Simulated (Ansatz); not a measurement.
# KF (Carobbiite) (I4/mmm) in Ansatz: notebook

The runs below take KF (Carobbiite) through relaxation of the atoms, with PBE.

Everything below comes from runs of Ansatz 0.2.0. Logs are shortened: lines on timing, memory, paths and dates and some standing lists are left out, and cuts for length are marked.

## Step 1: The cell of the first run

It takes space group I4/mmm (No. 139, tetragonal). Conventional cell: a = 3.779 Å, b = 3.779 Å, c = 5.451 Å, α = 90.00°, β = 90.00°, γ = 90.00°. K (site symmetry 4/mmm) is surrounded by 6 F at 2.67 to 2.73 Å. F (site symmetry 4/mmm) is surrounded by 6 K at 2.67 to 2.73 Å.

## Step 2: Relaxation of the atoms, PBE (strained by +2 %)

Contents of input.yaml:

```yaml
crystal:
  lattice:
    - [0.0, 2.67185, 2.67185]
    - [2.725287, 0.0, 2.67185]
    - [2.725287, 2.67185, 0.0]
  atoms:
    - { symbol: K, position: [0.0, 0.0, 0.0] }
    - { symbol: F, position: [0.5, 0.5, 0.5] }
hamiltonian:
  xc: pbe
  pseudopotentials: { kind: paw }
kpoints:
  mp_grid: { grid: [9, 9, 9] }
scf:
  occupations: { method: fermi_dirac, width: 0.05 }
output:
  forces: true
  stress: true
  eigenvalues: true
relax:
  f_tol: 0.01
  max_steps: 40
```

Potentials or basis: Ansatz PAW.

Launch:

```console
ansatz run input.yaml --threads 2 --pin off --max-ram 5632MiB --backend cpu --events-out ev --progress --plain --runs-dir out
```

The program printed:

```text
Warning: output.stress: scf.convergence.dr2_threshold = 1e-7 eV (the SCF's general default) is looser than the 2e-10 eV advised for a printed stress (1e-10 eV for each atom of the cell: 2). What an SCF threshold leaves in a stress goes as its square root, and in the free energy as the threshold itself, and one threshold admits the most on a small cell: of the crystals measured, under no hybrid functional and no lock of the moments, on runs that ended without the residual-converged pass, on stresses that held no estimate of that error, the worst erred by over 100 MPa in a component at 1e-7 eV an atom and by under 5 at 1e-10. Every solve of this run answers to scf.convergence.dr2_threshold, and the tensor of one is reported: a single SCF on the reported geometry and on this run's grids (its basis.xc_grid and basis.ecutrho_ratio typed), with scf.convergence.dr2_threshold at 2e-10 eV or tighter, prints it and tightens no other solve. Else set scf.convergence.dr2_threshold to 2e-10 eV or tighter. The threshold is an SCF's pass mark: one that does not reach it within its budget of iterations ends unconverged, or closes short of it on a stop that the run arms, and scf.convergence.dr2_threshold's page says what that costs each kind of run
Warning: RAYON_NUM_THREADS=2 ignored (pool sized by the plan → 2); use --threads N
Engine: ansatz 0.2.0, x86_64-unknown-linux-gnu
Pseudopotentials: kind: paw
Pseudopotential: K, paw, valence charge 9, recommended cutoff 420 eV (normal), K.paw.azcp
Pseudopotential: F, paw, valence charge 7, recommended cutoff 420 eV (normal), F.paw.azcp
Functional definition: PBE
  parameter kappa = 0.804
  parameter beta = 0.06672455060314922
  exchange = pbe_x(kappa = kappa, mu = beta*pi^2/3)
  correlation = pbe_c(beta = beta)
Crystal: 2 atoms, lattice volume = 38.910 Å³
Basis set: ecut = 420 eV, 741 PW (Γ), exchange–correlation on 54×54×54 points (8 copies of the dense FFT grid, shifted against one another)
Bands: 12, of which v1, the nominal top of the filled ones, is band 8 counted from 1 (7 counted from 0)
Symmetry: 16 space group operations
Space group: I4/mmm (ITA 139), of the structure as read, at distance tolerance 3.4e-5 Å
k-points: 75 of 729
Non-local potential: K, projectors of the file, l = 0: 3, l = 1: 2, l = 2: 2
Non-local potential: F, projectors of the file, l = 0: 2, l = 1: 2, l = 2: 1
PAW form: soft (Blöchl's): semilocal exchange-correlation on the pseudo side does not see the compensation charge
PAW one-centre angular grid: K, 110 points (default); XC on 64 Gauss nodes
PAW one-centre angular grid: F, 110 points (default); XC on 64 Gauss nodes
Initial density: superposition of atomic densities (neutral atoms: chi_scale 0, normalization atom), corrected by the library's trained network
Initial wavefunctions: pseudopotential atomic-orbital guess
Functional: x = pbe(κ = 0.804, μ = 0.2195149727645171), c = pbe(β = 0.06672455060314922)
SCF iter   1: F=—  HF=-2348.799459 eV  |F-HF|=—  |Δ(HF+E_count)|=         —  Δρ=6.43e-4  dr2=7.58e-5  ethr=1.77e-3  ⟨swp⟩=5.9  Hψ=5736  notcnv=0
preconditioner: auto → none  [insulator: Δε(μ)=6.066 eV  Ē_g=17.531 eV  σ=0.050 eV  W_gap=1.00  n_scr=14 (ndim 8)  ℏωp=22.3 eV  f_vac=0.133  D(μ)=0.00/eV (n_scr^D=0)  ε∞_Penn≈2.6]
SCF iter   2: F=—  HF=-2348.799423 eV  |F-HF|=—  |Δ(HF+E_count)|=   3.65e-5  Δρ=9.85e-4  dr2=2.90e-4  ethr=4.74e-7  ⟨swp⟩=2.2  Hψ=2142  notcnv=0
SCF iter   3: F=—  HF=-2348.799374 eV  |F-HF|=—  |Δ(HF+E_count)|=   4.84e-5  Δρ=3.97e-4  dr2=5.33e-5  ethr=4.74e-7  ⟨swp⟩=2.0  Hψ=1425  notcnv=0
SCF iter   4: F=—  HF=-2348.799399 eV  |F-HF|=—  |Δ(HF+E_count)|=   2.48e-5  Δρ=2.19e-4  dr2=1.29e-5  ethr=3.33e-7  ⟨swp⟩=2.0  Hψ=1425  notcnv=0
SCF iter   5: F=—  HF=-2348.799400 eV  |F-HF|=—  |Δ(HF+E_count)|=   8.03e-7  Δρ=1.55e-4  dr2=6.99e-6  ethr=8.08e-8  ⟨swp⟩=1.0  Hψ=900  notcnv=0
SCF iter   6: F=—  HF=-2348.799399 eV  |F-HF|=—  |Δ(HF+E_count)|=   1.25e-6  Δρ=7.77e-5  dr2=1.82e-6  ethr=4.37e-8  ⟨swp⟩=1.0  Hψ=900  notcnv=0
SCF iter   7: F=-2348.799398 eV  HF=-2348.799398 eV  |F-HF|=3.96e-8  |Δ(HF+E_count)|=   4.43e-7  Δρ=1.22e-5  dr2=4.65e-8  ethr=6.25e-10  ⟨swp⟩=3.0  Hψ=3377  notcnv=0
SCF 1 converged in 7 iterations: F = -2348.799398 eV  dr2 = 4.65e-8
relax step   1: F+E_penalty+E_count = -2348.79939815 eV  Δ(F+E_penalty+E_count) = +0.000e0 eV  max|allowed force component| = 6.212e-30 eV/Å  Δτ_max = 0.0000 Å  (7 SCF iters, accepted)
SCF converged after 7 iterations
Free energy (F): -2348.799398 eV
Harris-Foulkes:  -2348.799398 eV  (|F-HF|=3.96e-8)
Internal energy: -2348.799398 eV  (E = F + TS)
E sigma→0 (E₀):  -2348.799398 eV
Fermi energy:    4.481473 eV
--- Per-component energies (eV) ---
  E_band       = -127.737203
  E_kinetic    = 462.080279
  E_local      = -1121.543876  (includes V_loc(G=0)·N_el)
  E_nonlocal   = 85.924868
  E_hartree    = 404.729136
  E_xc         = -216.395714
  E_vxc        = -268.985832  (∫ρ·V_xc dr)
  E_paw        = -982.162167  (= ΣΔE_a)
  E_vpaw       = -94.667372  (= ΣTr[D̂ρ^β])
  E_aug_tail   = 0.002061  (compensation charges beyond the density's cutoff)
  E_ewald      = -981.433986
  E_smearing   = -0.000000  (= −TS)
  E_closure    = -0.000000  (closes the sum)
  Σ components = -2348.799398   (vs F -2348.799398, Δ=0.00e0)
--- Forces (eV/Å), atoms counted from 1 ---
  atom   1  K      0.00000000     0.00000000    -0.00000000
  atom   2  F      0.00000000     0.00000000    -0.00000000
  max |Σ_I F_I| component: 1.28e-29 eV/Å
--- Stress (GPa, compression-positive) ---
        0.089449       0.000000       0.000000
        0.000000       1.067012       0.000000
        0.000000       0.000000       1.067012
  P = ⅓ Tr σ = 0.7412 GPa (7.412 kbar)
--- Band table (eV; the first three rows and the last of 75) ---
  k-point 0: bands = ["-24.8517", "-17.3179", "-8.1213", "-8.1142", "-8.1142", "1.3090", "1.3343", "1.3343", "7.4025", "11.8742", "11.9839", "11.9839"]
  k-point 1: bands = ["-24.8418", "-17.3270", "-8.1485", "-8.1235", "-8.1172", "1.2149", "1.2796", "1.2926", "7.7412", "11.7420", "12.0769", "12.1430"]
  k-point 2: bands = ["-24.8164", "-17.3500", "-8.2267", "-8.1370", "-8.1249", "0.9683", "1.1811", "1.1888", "8.6229", "11.4141", "12.4874", "12.5576"]
  k-point 74: bands = ["-24.7438", "-17.3526", "-8.4913", "-8.4510", "-8.2177", "0.9443", "1.1353", "1.1876", "10.7229", "11.1777", "12.4774", "14.4240"]
--- Relaxed structure (1 steps of the walk, 1 accepted, 0 SCFs on fresh bases) ---
  F+E_penalty+E_count = -2348.79939815 eV   max|allowed force component| = 6.212e-30 eV/Å
  atoms:
    - { symbol: K, position: [0.0, 0.0, 0.0] }
    - { symbol: F, position: [0.5, 0.5, 0.5] }
```

Wall time 1.3 s (2 threads of Intel Xeon at 2.70GHz, shared host); peak memory 0.35 GiB.

Results:

* Free energy: -2348.7994 eV
* Pressure after relaxing: 0.7 GPa
* Band gap on the k mesh: 6.07 eV, direct

Final structure:
```
K F
1.0
     0.00000    2.67185    2.67185
     2.72529    0.00000    2.67185
     2.72529    2.67185    0.00000
K F
1 1
Direct
  0.00000 0.00000 0.00000
  0.50000 0.50000 0.50000
```

Levels at points of the mesh, in eV from the valence-band top:
```
           k point  band 6  band 7  band 8  band 9  band 10  band 11
(0.00, 0.00, 0.00)   -0.03    0.00    0.00    6.07    10.54    10.65
```

Caveat: the relaxation stopped at its first step, so nothing moved; odd divisions of the mesh miss points on the zone boundary, where band edges often lie, so the gap on the mesh can be too wide; the pressure holds a Pulay correction of +0.3 GPa for the finite cutoff; the thresholds are loose for stress. A k mesh can miss the band edges.

## Step 3: Relaxation of the atoms, PBE (strained by -4 %)

input.yaml: that of step 2 with these lines changed.

```diff
@@ -3,4 +3,4 @@
     - [0.0, 2.67185, 2.67185]
-    - [2.725287, 0.0, 2.67185]
-    - [2.725287, 2.67185, 0.0]
+    - [2.564976, 0.0, 2.67185]
+    - [2.564976, 2.67185, 0.0]
   atoms:
```

Potentials or basis: Ansatz PAW.

Launch:

```console
ansatz run input.yaml --threads 2 --pin off --max-ram 5632MiB --backend cpu --events-out ev --progress --plain --runs-dir out
```

It took 1.5 s on 2 threads of Intel Xeon at 2.70GHz, shared host; peak memory 0.34 GiB.

The run converged. Its results:

| Property | Result |
| --- | --- |
| Free energy | -2348.7661 eV |
| Pressure after relaxing | 3.1 GPa |
| Band gap on the k mesh | 6.34 eV, direct |

Stress tensor (GPa, compression positive):
```
5.24 0.00 0.00
0.00 2.10 0.00
0.00 0.00 2.10
```

Final structure:
```
CELL_PARAMETERS angstrom
0.00000 2.67185 2.67185
2.56498 0.00000 2.67185
2.56498 2.67185 0.00000
ATOMIC_POSITIONS crystal
K 0.00000 0.00000 0.00000
F 0.50000 0.50000 0.50000
```

Levels at points of the mesh, in eV from the valence-band top:
```csv
k point,band 6,band 7,band 8,band 9,band 10,band 11
"(0.00, 0.00, 0.00)",-0.08,-0.08,0.00,6.34,10.67,10.67
```

Caveat: the relaxation stopped at its first step, so nothing moved; odd divisions of the mesh miss points on the zone boundary, where band edges often lie, so the gap on the mesh can be too wide; the pressure holds a Pulay correction of +0.3 GPa for the finite cutoff; the thresholds are loose for stress.

## Step 4: Relaxation of the atoms, PBE (strained by -2 %)

input.yaml: that of step 3 with these lines changed.

```diff
@@ -3,4 +3,4 @@
     - [0.0, 2.67185, 2.67185]
-    - [2.564976, 0.0, 2.67185]
-    - [2.564976, 2.67185, 0.0]
+    - [2.618413, 0.0, 2.67185]
+    - [2.618413, 2.67185, 0.0]
   atoms:
```

Launch:

```console
ansatz run input.yaml --threads 2 --pin off --max-ram 5632MiB --backend cpu --events-out ev --progress --plain --runs-dir out
```

It took 1.4 s on 2 threads of Intel Xeon at 2.70GHz, shared host; peak memory 0.35 GiB.

Results (log left out):

```yaml
Free_energy: -2348.7856 eV
Pressure_after_relaxing: 2.2 GPa
Band_gap_on_the_k_mesh: 6.26 eV, direct
```

Stress tensor (GPa, compression positive):
```
3.06 0.00 0.00
0.00 1.72 0.00
0.00 0.00 1.72
```

Final structure:
```xyz
2
Lattice="0.0000 2.6719 2.6719 2.6184 0.0000 2.6719 2.6184 2.6719 0.0000" Properties=species:S:1:pos:R:3 pbc="T T T"
K     0.0000    0.0000    0.0000
F     2.6184    2.6719    2.6719
```

Levels at points of the mesh, in eV from the valence-band top:
```csv
k point,band 5,band 6,band 7,band 8,band 9,band 10,band 11,band 12
"(0.00, 0.00, 0.00)",-9.32,-0.03,-0.03,0.00,6.26,10.67,10.67,10.79
```

Caveat: the relaxation stopped at its first step, so nothing moved; odd divisions of the mesh miss points on the zone boundary, where band edges often lie, so the gap on the mesh can be too wide; the pressure holds a Pulay correction of +0.3 GPa for the finite cutoff; the thresholds are loose for stress.

## Step 5: Relaxation of the atoms, PBE (strained by +4 %)

input.yaml: that of step 4 with these lines changed.

```diff
@@ -3,4 +3,4 @@
     - [0.0, 2.67185, 2.67185]
-    - [2.618413, 0.0, 2.67185]
-    - [2.618413, 2.67185, 0.0]
+    - [2.778724, 0.0, 2.67185]
+    - [2.778724, 2.67185, 0.0]
   atoms:
```

Launch:

```console
ansatz run input.yaml --threads 2 --pin off --max-ram 5632MiB --backend cpu --events-out ev --progress --plain --runs-dir out
```

Run time: 2.2 s. Hardware: 2 threads of Intel Xeon at 2.70GHz, shared host; peak memory 0.35 GiB.

It converged, with:

```yaml
Free_energy: -2348.7973 eV
Pressure_after_relaxing: 0.2 GPa
Band_gap_on_the_k_mesh: 5.96 eV, direct
```

Stress tensor (GPa, compression positive):
```
-0.89  0.00  0.00
 0.00  0.78  0.00
 0.00  0.00  0.78
```

Final structure:
```cif
data_structure
_symmetry_space_group_name_H-M 'P 1'
_symmetry_Int_Tables_number 1
_cell_length_a 3.7786
_cell_length_b 3.8549
_cell_length_c 3.8549
_cell_angle_alpha 58.695
_cell_angle_beta 60.653
_cell_angle_gamma 60.653
_cell_volume 39.67
loop_
_atom_site_label
_atom_site_type_symbol
_atom_site_fract_x
_atom_site_fract_y
_atom_site_fract_z
_atom_site_occupancy
K1 K 0.00000 0.00000 0.00000 1
F1 F 0.50000 0.50000 0.50000 1
```

Levels at points of the mesh, in eV from the valence-band top:
```csv
k point,band 4,band 5,band 6,band 7,band 8,band 9,band 10,band 11,band 12
"(0.00, 0.00, 0.00)",-9.52,-9.52,-0.04,0.00,0.00,5.96,10.41,10.63,10.63
```

Caveat: the relaxation stopped at its first step, so nothing moved; odd divisions of the mesh miss points on the zone boundary, where band edges often lie, so the gap on the mesh can be too wide; the thresholds are loose for stress.

## Step 6: Relaxation of the atoms, PBE (strained by -1 %)

input.yaml: that of step 5 with these lines changed.

```diff
@@ -3,4 +3,4 @@
     - [0.0, 2.67185, 2.67185]
-    - [2.778724, 0.0, 2.67185]
-    - [2.778724, 2.67185, 0.0]
+    - [2.6451315, 0.0, 2.67185]
+    - [2.6451315, 2.67185, 0.0]
   atoms:
@@ -19,2 +19,6 @@
   eigenvalues: true
+  write_density: true
+  write_potential: true
+  elf: true
+  volumetric_format: npy
 relax:
```

Potentials or basis: Ansatz PAW.

Launch:

```console
ansatz run input.yaml --threads 2 --pin off --max-ram 5632MiB --backend cpu --events-out ev --progress --plain --runs-dir out
```

The program printed:

```text
Warning: output.stress: scf.convergence.dr2_threshold = 1e-7 eV (the SCF's general default) is looser than the 2e-10 eV advised for a printed stress (1e-10 eV for each atom of the cell: 2). What an SCF threshold leaves in a stress goes as its square root, and in the free energy as the threshold itself, and one threshold admits the most on a small cell: of the crystals measured, under no hybrid functional and no lock of the moments, on runs that ended without the residual-converged pass, on stresses that held no estimate of that error, the worst erred by over 100 MPa in a component at 1e-7 eV an atom and by under 5 at 1e-10. Every solve of this run answers to scf.convergence.dr2_threshold, and the tensor of one is reported: a single SCF on the reported geometry and on this run's grids (its basis.xc_grid and basis.ecutrho_ratio typed), with scf.convergence.dr2_threshold at 2e-10 eV or tighter, prints it and tightens no other solve. Else set scf.convergence.dr2_threshold to 2e-10 eV or tighter. The threshold is an SCF's pass mark: one that does not reach it within its budget of iterations ends unconverged, or closes short of it on a stop that the run arms, and scf.convergence.dr2_threshold's page says what that costs each kind of run
Warning: RAYON_NUM_THREADS=2 ignored (pool sized by the plan → 2); use --threads N
[... 9 set-up lines as earlier in the session ...]
Crystal: 2 atoms, lattice volume = 37.766 Å³
Basis set: ecut = 420 eV, 725 PW (Γ), exchange–correlation on 54×54×54 points (8 copies of the dense FFT grid, shifted against one another)
Bands: 12, of which v1, the nominal top of the filled ones, is band 8 counted from 1 (7 counted from 0)
[... 2 set-up lines as earlier in the session ...]
k-points: 75 of 729
[... 1 set-up line as earlier in the session ...]
[... 24 lines left out ...]
--- Per-component energies (eV) ---
  E_band       = -123.831641
  E_kinetic    = 462.488653
  E_local      = -1105.947293  (includes V_loc(G=0)·N_el)
  E_nonlocal   = 85.968016
  E_hartree    = 398.773340
  E_xc         = -216.514521
  E_vxc        = -269.152961  (∫ρ·V_xc dr)
  E_paw        = -982.217507  (= ΣΔE_a)
  E_vpaw       = -94.735456  (= ΣTr[D̂ρ^β])
  E_aug_tail   = 0.002069  (compensation charges beyond the density's cutoff)
  E_ewald      = -991.344551
  E_smearing   = -0.000000  (= −TS)
  E_closure    = -0.000000  (closes the sum)
  Σ components = -2348.791795   (vs F -2348.791795, Δ=0.00e0)
--- Forces (eV/Å), atoms counted from 1 ---
  atom   1  K      0.00000000     0.00000000     0.00000000
  atom   2  F      0.00000000     0.00000000     0.00000000
  max |Σ_I F_I| component: 6.51e-30 eV/Å
--- Stress (GPa, compression-positive) ---
        2.167591       0.000000       0.000000
        0.000000       1.548022      -0.000000
        0.000000       0.000000       1.548022
  P = ⅓ Tr σ = 1.7545 GPa (17.545 kbar)
--- Band table (eV; the first three rows and the last of 75) ---
  k-point 0: bands = ["-24.5637", "-17.1273", "-7.8075", "-7.8075", "-7.8054", "1.5263", "1.5263", "1.5419", "7.7658", "12.2167", "12.2167", "12.2735"]
  k-point 1: bands = ["-24.5523", "-17.1380", "-7.8402", "-7.8126", "-7.8098", "1.4172", "1.4837", "1.4930", "8.1136", "12.0328", "12.3831", "12.4204"]
  k-point 2: bands = ["-24.5231", "-17.1653", "-7.9239", "-7.8253", "-7.8192", "1.1592", "1.3781", "1.3831", "9.0145", "11.7077", "12.8129", "12.8486"]
  k-point 74: bands = ["-24.4426", "-17.1767", "-8.2110", "-8.1611", "-7.8886", "1.1079", "1.3237", "1.3768", "11.0626", "11.5488", "12.7927", "15.0518"]
--- Relaxed structure (1 steps of the walk, 1 accepted, 0 SCFs on fresh bases) ---
  F+E_penalty+E_count = -2348.79179479 eV   max|allowed force component| = 3.057e-30 eV/Å
  atoms:
    - { symbol: K, position: [0.0, 0.0, 0.0] }
    - { symbol: F, position: [0.5, 0.5, 0.5] }
```

rho_z.tsv:

```text
# z_ang	rho[e/angstrom^3]
# format = ansatz-planar-average/11
# lattice	0.000000000	2.671850000	2.671850000
# lattice	2.645131500	0.000000000	2.671850000
# lattice	2.645131500	2.671850000	0.000000000
# sites	2
# site	19	0.000000000	0.000000000	0.000000000
# site	9	2.645131500	2.671850000	2.671850000
0.000000	5.780965e-1
0.139249	5.651955e-1
0.278498	5.259971e-1
0.417747	4.622292e-1
0.556996	3.827073e-1
0.696245	3.031042e-1
[... 19 lines left out ...]
3.481223	5.259971e-1
3.620472	5.651955e-1
```

v_z.tsv:

```text
# z_ang	v_es[eV]	v_tot[eV]
# format = ansatz-planar-average/11
# xc	pbe
# density_cutoff_ev	1680
# datasets	K=:simpson_from_first_knot:soft	F=:simpson_from_first_knot:soft
# lattice	0.000000000	2.671850000	2.671850000
# lattice	2.645131500	0.000000000	2.671850000
# lattice	2.645131500	2.671850000	0.000000000
# sites	2
# site	19	0.000000000	0.000000000	0.000000000
# site	9	2.645131500	2.671850000	2.671850000
0.000000	-1.448976e0	-1.078701e1
0.139249	-1.255540e0	-1.053435e1
0.278498	-6.868690e-1	-9.799596e0
0.417747	2.321088e-1	-8.632161e0
0.556996	1.433270e0	-7.140862e0
0.696245	2.795846e0	-5.490660e0
[... 19 lines left out ...]
3.481223	-6.868690e-1	-9.799596e0
3.620472	-1.255540e0	-1.053435e1
```

Wall time 2.1 s (2 threads of Intel Xeon at 2.70GHz, shared host); peak memory 0.35 GiB.

What came out:

```
Free energy             : -2348.7918 eV
Pressure after relaxing : 1.8 GPa
Band gap on the k mesh  : 6.22 eV, direct
```

Final structure:
```
K F
1.0
     0.00000    2.67185    2.67185
     2.64513    0.00000    2.67185
     2.64513    2.67185    0.00000
K F
1 1
Direct
  0.00000 0.00000 0.00000
  0.50000 0.50000 0.50000
```

Levels at points of the mesh, in eV from the valence-band top:
```csv
k point,band 6,band 7,band 8,band 9,band 10,band 11
"(0.00, 0.00, 0.00)",-0.02,-0.02,0.00,6.22,10.67,10.67
```

Caveat: the relaxation stopped at its first step, so nothing moved; odd divisions of the mesh miss points on the zone boundary, where band edges often lie, so the gap on the mesh can be too wide; the pressure holds a Pulay correction of +0.3 GPa for the finite cutoff; the thresholds are loose for stress.

## Step 7: The runs side by side

| cell | gap on the mesh (eV) | pressure (GPa) |
| --- | --- | --- |
| atoms relaxed from: strained by +2 % | 6.07 | 0.7 |
| atoms relaxed from: strained by -4 % | 6.34 | 3.1 |
| atoms relaxed from: strained by -2 % | 6.26 | 2.2 |
| atoms relaxed from: strained by +4 % | 5.96 | 0.2 |
| atoms relaxed from: strained by -1 % | 6.22 | 1.8 |

Alike in all rows: task relaxation of the atoms; level PBE; potentials or basis Ansatz PAW; no spin polarisation; k mesh 9 × 9 × 9; cutoff (eV) 420; smearing fermi-dirac 0.05 eV.

Caveats: the relaxation stopped at its first step, so nothing moved; odd divisions of the mesh miss points on the zone boundary, where band edges often lie, so the gap on the mesh can be too wide; the thresholds are loose for stress.

Total energies depend on the potentials used, so only differences within one code and one set of settings carry meaning.
